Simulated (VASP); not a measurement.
# AlRu: relaxation of cell and atoms with PBE+D3(BJ)

AlRu:

```
Ru Al
1.0
     2.99160    0.00000    0.00000
     0.00000    2.99160    0.00000
     0.00000    0.00000    2.99160
Ru Al
1 1
Direct
  0.50000 0.50000 0.50000
  0.00000 0.00000 0.00000
```

```
Program                : VASP 6.6.1
Task                   : relaxation of cell and atoms
Functional             : PBE
Dispersion             : D3(BJ)
Potentials or basis    : VASP PAW PBE potentials, release 64 (Ru_pv, Al)
Cutoff                 : 600 eV
k mesh                 : 8 × 8 × 8
Occupations            : fermi-dirac, width 0.05 eV
Spin                   : no spin polarisation
Ladder                 : gaps
Further INCAR settings : ALGO = Fast; EDIFF = 1e-07; IBRION = 2; EDIFFG = -0.02; NSW = 60; ISIF = 3
```

| Quantity | Value |
| --- | --- |
| Relaxed volume | 13.16 Å³/atom |
| Relaxed cell | a = 2.975 Å, b = 2.975 Å, c = 2.975 Å, α = 90.00°, β = 90.00°, γ = 90.00° |
| Space group after relaxing (to 0.05 Å) | Pm-3m (No. 221) |
| Energy gained by relaxing | 2.5 meV/atom |
| Ionic steps | 3 |
| Pressure after relaxing | 0.0 GPa |
| Band gap on the k mesh | none (metal or under the smearing width) |
| Dispersion energy per atom | -0.524 eV |

Step by step:
```tsv
step	energy change (eV)	largest force (eV/Å)	pressure (GPa)	volume (Å³)
1	0.0000	0.0000	-3.48	26.77
2	0.0068	0.0000	6.04	25.66
3	-0.0051	0.0000	0.01	26.32
```

Final structure:
```
Ru Al
1.0
     2.97466    0.00000    0.00000
     0.00000    2.97466    0.00000
     0.00000    0.00000    2.97466
Ru Al
1 1
Direct
  0.50000 0.50000 0.50000
  0.00000 0.00000 0.00000
```

Levels at points of the mesh, in eV from the Fermi level:
```
           k point  band 7  band 8  band 9  band 10  band 11  band 12
(0.00, 0.00, 0.00)    0.14    0.14    0.14     6.10     6.10     6.10
(0.50, 0.00, 0.00)   -1.69   -1.69    0.40     2.31     7.37    11.06
(0.50, 0.50, 0.00)   -1.44   -1.25   -1.25     1.53     5.37     6.36
(0.50, 0.50, 0.50)    1.63    1.63    2.61     4.11     4.11     4.11
```

Run time: 17 s on 1 thread of Intel(R) Xeon(R) Platinum 8559C (Emerald Rapids), with other jobs on the host, peak memory 0.15 GiB.

Caveat: pairwise dispersion overbinds metals, which lowers pressure and volume.
